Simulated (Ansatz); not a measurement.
Computed with DFT, revPBE, plane waves (420 eV) with PAW, scalar-relativistic in Ansatz. (PAW data from PBE, frozen cores regenerated.)

An element in the fcc structure gives this curve. The cell is scaled uniformly from the relaxed one, with fractional coordinates and shape fixed. Energies are extrapolated to zero smearing, pressures are those at the given smearing. Magnetic state: spin not included.

| V (Å³/atom) | E − E₀ (meV/atom) | P (GPa) |
| --- | --- | --- |
| 24.991 | 52.4 | 5.71 |
| 26.127 | 21.0 | 3.33 |
| 27.262 | 4.6 | 1.48 |
| 28.398 | 0.0 | 0.04 |
| 29.534 | 4.5 | -1.09 |
| 30.670 | 16.0 | -1.96 |
| 31.806 | 32.9 | -2.63 |

Q: Which element is it?
A. indium
B. lutetium
C. lead
D. thallium

A: A. Its fit is V₀ = 28.36 Å³/atom, B₀ = 32 GPa, B₀′ = 5.3.
